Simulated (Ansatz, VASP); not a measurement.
Given: the input of a run of VASP 6.6.1 on Ta.

The input INCAR:

```
PREC     = Accurate       # precision mode
ENCUT    = 520            # plane-wave cutoff, eV
EDIFF    = 1E-7           # SCF threshold, eV
ISMEAR   = -1             # smearing method
SIGMA    = 0.05           # smearing width, eV
LREAL    = False          # projectors in reciprocal space
LASPH    = True           # aspherical terms in the spheres
NELM     = 60             # most SCF steps
ALGO     = Normal         # electronic algorithm
ISIF     = 2              # what is computed and relaxed
LWAVE    = False          # write WAVECAR
LCHARG   = False          # write CHGCAR
GGA      = PE             # functional
NBANDS   = 12             # bands
```

Contents of KPOINTS:

```
regular mesh
0
Gamma
  11 11 11
```

The input POSCAR:

```
Ta
1.0
   -1.6401972500      1.6401972500      1.6401972500
    1.6401972500     -1.6401972500      1.6401972500
    1.6401972500      1.6401972500     -1.6401972500
Ta
1
Direct
    0.0000000000      0.0000000000      0.0000000000
```

Potentials or basis: VASP PAW PBE potentials, release 64 (Ta_pv).

Launch:

```console
$ cat potpaw_PBE.64/Ta_pv/POTCAR > POTCAR
$ mpirun -np 1 vasp_std > vasp.out
```

Task: Translate it to Ansatz 0.2.0. Potentials there: Ansatz PAW soft_1.

Result: As run (the cutoff follows the program's own potentials):

Contents of input.yaml:

```yaml
crystal:
  lattice:
    - [-1.64019725, 1.64019725, 1.64019725]
    - [1.64019725, -1.64019725, 1.64019725]
    - [1.64019725, 1.64019725, -1.64019725]
  atoms:
    - { symbol: Ta, position: [0.0, 0.0, 0.0] }
hamiltonian:
  xc: pbe
  pseudopotentials: { kind: paw, azcp: { folder: soft_1 } }
kpoints:
  mp_grid: { grid: [11, 11, 11] }
scf:
  occupations: { method: fermi_dirac, width: 0.05 }
output:
  forces: true
  stress: true
  eigenvalues: true
```

Potentials or basis: Ansatz PAW soft_1.

Command:

```sh
$ ansatz run input.yaml --threads 1 --pin off --max-ram 3584MiB --backend cpu --events-out ev --progress --plain --runs-dir out
```

Both were run:

|  | VASP | Ansatz | Ansatz less VASP |
| --- | --- | --- | --- |
| gap on the k mesh at the Fermi level (eV) | none | none | - |
| pressure (GPa) | 7.1 | 6.9 | -0.14 |

A gap of «none» marks a metal or a gap that the smearing closes. The two sets of potentials don't hold the same shells in valence.

Spin-orbit coupling is left out, which matters for the levels of Ta.
